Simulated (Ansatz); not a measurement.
Here is an Ansatz 0.2.0 calculation.

input.yaml

```yaml
crystal:
  lattice:
    - [0.0, 2.192684, 2.192684]
    - [2.192684, 0.0, 2.192684]
    - [2.192684, 2.192684, 0.0]
  atoms:
    - { symbol: W, position: [0.0, 0.0, 0.0] }
    - { symbol: C, position: [0.5, 0.5, 0.5] }
hamiltonian:
  xc: pbe
  pseudopotentials: { kind: paw }
kpoints:
  mp_grid: { grid: [10, 10, 10] }
scf:
  occupations: { method: gaussian, width: 0.013 }
output:
  forces: true
  stress: true
  eigenvalues: true
```

Potentials or basis: Ansatz PAW.

Command:

```bash
$ ansatz run input.yaml --threads 2 --pin off --max-ram 5632MiB --backend cpu --events-out ev --progress --plain --runs-dir out
```

**Question.** Estimate the band gap on the k mesh.

**Answer.** None (metal or under the smearing width).

**Question.** Estimate the pressure.

**Answer.** -1.5 GPa.

Caveat: the pressure holds a Pulay correction of +0.3 GPa for the finite cutoff. Spin-orbit coupling is left out, which matters for the levels of W.
